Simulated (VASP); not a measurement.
# BAs: relaxed cell and band gap, by functional

BAs, F-43m (no. 216), 2 atoms in the cell.

| Functional | Volume (Å³/atom) | Change from the starting volume (fraction) | Gap, path and mesh (eV) | Time (s) |
|---|---|---|---|---|
| LDA | 13.33 | -0.022 | 1.12 | 24 |
| LDA (PW92) | 13.32 | -0.023 | 1.12 | 21 |
| LDA (VWN5) | 13.29 | -0.024 | 1.12 | 19 |
| LDA (Hedin-Lundqvist) | 13.35 | -0.020 | 1.12 | 18 |
| LDA (Wigner) | 13.74 | 0.008 | 1.08 | 18 |
| Slater exchange only | 14.16 | 0.039 | 1.06 | 20 |
| PBE exchange only | 15.69 | 0.151 | 1.52 | 22 |
| PBE | 13.97 | 0.025 | 1.22 | 24 |
| PBEsol | 13.64 | 0.001 | 1.09 | 19 |

## Input of the first row

INCAR.step1:
```
PREC = Accurate
ENCUT = 600
EDIFF = 1E-7
ISMEAR = 0
SIGMA = 0.02
LREAL = F
LASPH = T
GGA_COMPAT = F
ALGO = Normal
NELM = 150
ISIF = 3
LWAVE = F
LCHARG = F
GGA = CA
IBRION = 2
EDIFFG = -0.005
NSW = 60
```

INCAR.step2, as INCAR.step1 but for:
```
- NSW = 60
+ NSW = 40
```

INCAR.step3, as INCAR.step2 but for:
```
- ISIF = 3
- IBRION = 2
- EDIFFG = -0.005
- NSW = 40
+ ISIF = 2
+ NBANDS = 11
```

KPOINTS:
```
k-points
0
Gamma
  7 7 7
```

KPOINTS_OPT:
```
path GXWKGLUWLK,UX
8
line-mode
reciprocal
 0.0000000000  0.0000000000  0.0000000000  G
 0.5000000000  0.0000000000  0.5000000000  X

 0.5000000000  0.0000000000  0.5000000000  X
 0.5000000000  0.2500000000  0.7500000000  W

 0.5000000000  0.2500000000  0.7500000000  W
 0.3750000000  0.3750000000  0.7500000000  K

 0.3750000000  0.3750000000  0.7500000000  K
 0.0000000000  0.0000000000  0.0000000000  G

 0.0000000000  0.0000000000  0.0000000000  G
 0.5000000000  0.5000000000  0.5000000000  L

 0.5000000000  0.5000000000  0.5000000000  L
 0.6250000000  0.2500000000  0.6250000000  U

 0.6250000000  0.2500000000  0.6250000000  U
 0.5000000000  0.2500000000  0.7500000000  W

 0.5000000000  0.2500000000  0.7500000000  W
 0.5000000000  0.5000000000  0.5000000000  L

 0.5000000000  0.5000000000  0.5000000000  L
 0.3750000000  0.3750000000  0.7500000000  K

 0.6250000000  0.2500000000  0.6250000000  U
 0.5000000000  0.0000000000  0.5000000000  X
```

POSCAR.step1:
```
BAs
1.0
    0.0000000000      2.3885000000      2.3885000000
    2.3885000000      0.0000000000      2.3885000000
    2.3885000000      2.3885000000      0.0000000000
As B
1 1
Direct
    0.7500000000      0.7500000000      0.7500000000
    0.0000000000      0.0000000000      0.0000000000
```

Commands (each step's output is kept before the next begins):
```
cat potpaw_LDA.64/As/POTCAR potpaw_LDA.64/B/POTCAR > POTCAR
cp INCAR.step1 INCAR
cp POSCAR.step1 POSCAR
mpirun -np 1 vasp_std > vasp.out
cp CONTCAR POSCAR
rm WAVECAR CHG
cp INCAR.step2 INCAR
mpirun -np 1 vasp_std > vasp.out
cp CONTCAR POSCAR
rm WAVECAR CHG
cp INCAR.step3 INCAR
mpirun -np 1 vasp_std > vasp.out
```

Changes of the last row against the first:
```
(all steps)
- GGA = CA
+ GGA = PS
- cat potpaw_LDA.64/As/POTCAR potpaw_LDA.64/B/POTCAR > POTCAR
+ cat potpaw_PBE.64/As/POTCAR potpaw_PBE.64/B/POTCAR > POTCAR
```

VASP 6.6.1 took 24 s on 1 core (Intel Xeon 6975P-C (Granite Rapids)), a shared host.
